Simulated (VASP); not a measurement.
# BaTiO₃, self-consistent run: which settings are enough?

BaTiO₃, Amm2 (no. 38), 5 atoms in the cell. LDA; PAW potentials Ba_sv, Ti_sv, O (LDA set). VASP 6.6.1. The cell is changed on purpose: last atom moved by 0.05 Å along z, cell strained by -1.0% along z.

Wanted: energy within 2 meV/atom; forces within 0.01 eV/Å; stress within 0.2 GPa; levels at the zone centre within 0.01 eV.

What the run is for: all; Accuracy asked: standard.

Levels at the zone centre: counted from the valence top at that point.

POSCAR:
```
BaTiO3
1.0
    3.9855000000      0.0000000000      0.0000000000
    0.0000000000      2.8369000000      2.8166985000
    0.0000000000     -2.8369000000      2.8166985000
Ba Ti O
1 1 3
Direct
    0.0000000000      0.0000000000      0.0000000000
    0.5000000000      0.5124000000      0.5124000000
    0.5000000000      0.9918400000      0.5052400000
    0.5000000000      0.5052400000      0.9918400000
    0.0000000000      0.4961868800      0.4961868800
```

The series start from Plane-wave cutoff (eV): 520; k-point mesh: 6 × 6 × 6; Precision mode (PREC): Accurate; Electronic threshold (eV): 1e-6; Bands in all (NBANDS): 33; Electronic algorithm: ALGO=Normal; Delay and inner steps: defaults; Density mixing: defaults. Each series keeps the choices made before it, and each single choice may use up half of a tolerance.

## Plane-wave cutoff (eV)

| Plane-wave cutoff (eV) | Energy less reference (meV/atom) | Forces, largest deviation (eV/Å) | Stress, largest deviation (GPa) | Levels at the zone centre, largest deviation (eV) | SCF iterations | Time (s) |
|---|---|---|---|---|---|---|
| 320 | -51.7 | 0.025 | 25.08 | 0.044 | 15 | 8.3 |
| 400 | -6.4 | 0.010 | 4.77 | 0.002 | 16 | 16 |
| 460 | 2.4 | 0.006 | 0.80 | 0.001 | 16 | 18 |
| 520 | 4.3 | 0.006 | 0.04 | 0.003 | 16 | 23 |
| 600 | 3.0 | 0.002 | 0.23 | 0.001 | 16 | 20 |
| 700 | 0.9 | 0.001 | 0.25 | 0.001 | 16 | 33 |
| 840 (reference) | 0.0 | 0.000 | 0.00 | 0.000 | 16 | 52 |

## k-point mesh

| k-point mesh | Energy less reference (meV/atom) | Forces, largest deviation (eV/Å) | Stress, largest deviation (GPa) | Levels at the zone centre, largest deviation (eV) | SCF iterations | Time (s) |
|---|---|---|---|---|---|---|
| 2 × 2 × 2 | 140.3 | 1.881 | 2.61 | 0.268 | 14 | 7.3 |
| 3 × 3 × 3 | 16.6 | 0.377 | 0.31 | 0.053 | 16 | 10 |
| 4 × 4 × 4 | 2.5 | 0.092 | 0.04 | 0.010 | 16 | 23 |
| 5 × 5 × 5 | 0.4 | 0.023 | 0.04 | 0.002 | 16 | 30 |
| 6 × 6 × 6 | 0.1 | 0.006 | 0.00 | 0.000 | 16 | 52 |
| 7 × 7 × 7 | 0.0 | 0.001 | 0.00 | 0.000 | 16 | 66 |
| 9 × 9 × 9 (reference) | 0.0 | 0.000 | 0.00 | 0.000 | 16 | 128 |

## Precision mode (PREC)

| Precision mode (PREC) | Energy less reference (meV/atom) | Forces, largest deviation (eV/Å) | Stress, largest deviation (GPa) | Levels at the zone centre, largest deviation (eV) | SCF iterations | Time (s) |
|---|---|---|---|---|---|---|
| Low | -0.3 | 0.009 | 0.04 | 0.000 | 16 | 36 |
| SingleN | -0.3 | 0.009 | 0.04 | 0.000 | 16 | 33 |
| Normal | 0.0 | 0.000 | 0.00 | 0.000 | 16 | 34 |
| Accurate (reference) | 0.0 | 0.000 | 0.00 | 0.000 | 16 | 66 |

## Electronic threshold (eV)

| Electronic threshold (eV) | Energy less reference (meV/atom) | Forces, largest deviation (eV/Å) | Stress, largest deviation (GPa) | Levels at the zone centre, largest deviation (eV) | SCF iterations | Time (s) |
|---|---|---|---|---|---|---|
| 0.001 | 0.0 | 0.009 | 0.37 | 0.003 | 13 | 29 |
| 0.0001 | 0.0 | 0.004 | 0.37 | 0.003 | 13 | 29 |
| 1e-5 | 0.0 | 0.001 | 0.01 | 0.000 | 15 | 37 |
| 1e-6 | 0.0 | 0.000 | 0.00 | 0.000 | 16 | 34 |
| 1e-7 | 0.0 | 0.000 | 0.00 | 0.000 | 16 | 41 |
| 1e-8 (reference) | 0.0 | 0.000 | 0.00 | 0.000 | 19 | 39 |

## Bands in all (NBANDS)

| Bands in all (NBANDS) | Energy less reference (meV/atom) | Forces, largest deviation (eV/Å) | Stress, largest deviation (GPa) | Levels at the zone centre, largest deviation (eV) | SCF iterations | Time (s) |
|---|---|---|---|---|---|---|
| 21 | 0.0 | 0.001 | 0.01 | 0.008 | 13 | 19 |
| 22 | 0.0 | 0.002 | 0.03 | 0.002 | 14 | 21 |
| 24 | 0.0 | 0.001 | 0.01 | 0.001 | 13 | 22 |
| 26 | 0.0 | 0.001 | 0.08 | 0.001 | 14 | 25 |
| 33 | 0.0 | 0.001 | 0.06 | 0.001 | 15 | 37 |
| 46 (reference) | 0.0 | 0.000 | 0.00 | 0.000 | 14 | 40 |

## Electronic algorithm

| Electronic algorithm | Energy less reference (meV/atom) | Forces, largest deviation (eV/Å) | Stress, largest deviation (GPa) | Levels at the zone centre, largest deviation (eV) | SCF iterations | Time (s) |
|---|---|---|---|---|---|---|
| ALGO=Normal | 0.0 | 0.000 | 0.00 | 0.000 | 14 | 21 |
| ALGO=Fast | 0.0 | 0.003 | 0.19 | 0.032 | 24 | 40 |
| ALGO=VeryFast | 0.0 | 0.001 | 0.13 | 0.011 | 39 | 54 |
| ALGO=All ISEARCH=1 | 0.0 | 0.001 | 0.02 | 0.030 | 26 | 29 |
| ALGO=All ISEARCH=0 | 0.0 | 0.001 | 0.02 | 0.030 | 26 | 30 |
| ALGO=Damped TIME=0.4 | 0.0 | 0.001 | 0.02 | 0.004 | 74 | 59 |
| ALGO=Damped TIME=0.1 | no result | no result | no result | no result | 120 | 91 |

## Delay and inner steps

| Delay and inner steps | Energy less reference (meV/atom) | Forces, largest deviation (eV/Å) | Stress, largest deviation (GPa) | Levels at the zone centre, largest deviation (eV) | SCF iterations | Time (s) |
|---|---|---|---|---|---|---|
| defaults | 0.0 | 0.000 | 0.00 | 0.000 | 14 | 21 |
| NELMDL=-2 | 0.0 | 0.000 | 0.01 | 0.000 | 17 | 26 |
| NELMDL=-8 | 0.0 | 0.000 | 0.00 | 0.000 | 17 | 25 |
| NELMDL=-12 | 0.0 | 0.002 | 0.04 | 0.001 | 21 | 29 |
| NRMM=2 | 0.0 | 0.001 | 0.05 | 0.006 | 14 | 18 |
| NRMM=6 | 0.0 | 0.002 | 0.04 | 0.003 | 14 | 22 |
| WEIMIN=0.001 | 0.0 | 0.000 | 0.00 | 0.000 | 14 | 21 |

## Density mixing

| Density mixing | Energy less reference (meV/atom) | Forces, largest deviation (eV/Å) | Stress, largest deviation (GPa) | Levels at the zone centre, largest deviation (eV) | SCF iterations | Time (s) |
|---|---|---|---|---|---|---|
| defaults | 0.0 | 0.000 | 0.00 | 0.000 | 14 | 21 |
| BMIX=0.0001 | 0.0 | 0.001 | 0.06 | 0.000 | 15 | 23 |
| INIMIX=0 | 0.0 | 0.001 | 0.06 | 0.000 | 15 | 24 |
| AMIX=0.4 IMIX=1 | 0.0 | 0.002 | 0.04 | 0.004 | 28 | 42 |
| AMIX=0.2 | 0.0 | 0.001 | 0.02 | 0.001 | 17 | 26 |
| BMIX=2.0 | 0.0 | 0.001 | 0.03 | 0.001 | 17 | 25 |
| AMIX=0.8 | 0.0 | 0.002 | 0.12 | 0.002 | 16 | 25 |

## Question

The rows run from the loosest to the tightest (no order: electronic algorithm, delay and inner steps, density mixing). For each series: choose the loosest value from which every tighter one stays within half of the tolerance; where there is no order, keep the first row unless others stay within half of the tolerance and take at least 30 % less time, and then take the fastest.

## Answer

- Plane-wave cutoff (eV): 840, the tightest run, since the next looser one is off by more than half of the tolerance (convergence isn't shown beyond it)
- k-point mesh: 7 × 7 × 7
- Precision mode (PREC): Normal
- Electronic threshold (eV): 1e-5
- Bands in all (NBANDS): 22
- Electronic algorithm: ALGO=Normal
- Delay and inner steps: defaults
- Density mixing: defaults

## All choices together

| Input | Energy less reference (meV/atom) | Forces, largest deviation (eV/Å) | Stress, largest deviation (GPa) | Levels at the zone centre, largest deviation (eV) | Time (s) |
|---|---|---|---|---|---|
| the program's defaults (naive) | -4.3 | 0.104 | 4.80 | 0.015 | 3.1 |
| chosen settings | 0.0 | 0.001 | 0.04 | 0.002 | 21 |
| reference settings throughout | 0.0 | 0.000 | 0.00 | 0.000 | 187 |

The chosen settings stay within the tolerance of the reference run, but the reference itself isn't shown to be converged in: Plane-wave cutoff (eV).

Values of the reference run: Stress: -5.155, 0, 0, 0, -5.51, 0, 0, 0, -3.8 GPa; Levels at the zone centre: -0.0124, 0, 2.002 eV from the valence top at Gamma.

## The input

INCAR:
```
SYSTEM = BaTiO3
GGA = CA
ISMEAR = 0
SIGMA = 0.03
LWAVE = .FALSE.
LCHARG = .FALSE.
ISIF = 2
PREC = Normal
LASPH = .TRUE.
LREAL = .FALSE.
ALGO = Normal
EDIFF = 1E-5
NELM = 120
GGA_COMPAT = .FALSE.
ENCUT = 840
EFERMI = MIDGAP
KPAR = 2
NBANDS = 22
```

KPOINTS:
```
Automatic mesh
0
Gamma
  7 7 7
  0 0 0
```

Commands:
```
cat potpaw_LDA.64/Ba_sv/POTCAR potpaw_LDA.64/Ti_sv/POTCAR potpaw_LDA.64/O/POTCAR > POTCAR
mpirun -np 2 vasp_std > vasp.out
```

The chosen input took VASP 6.6.1 21 s on 2 cores (Intel Xeon 6975P-C (Granite Rapids)), a shared host.

## An input that fails: one k point for a small cell

It runs to its end, but against the unchanged starting input it is off by 3408.3 meV/atom in the energy, 23.088 eV/Å in the forces, 54.54 GPa in the stress, 1.767 eV in the levels at the zone centre.

k mesh: 6 × 6 × 6 becomes 1 × 1 × 1.

Changes against the starting input:
```
- NELM = 120
- KPAR = 2
+ NELM = 97
```
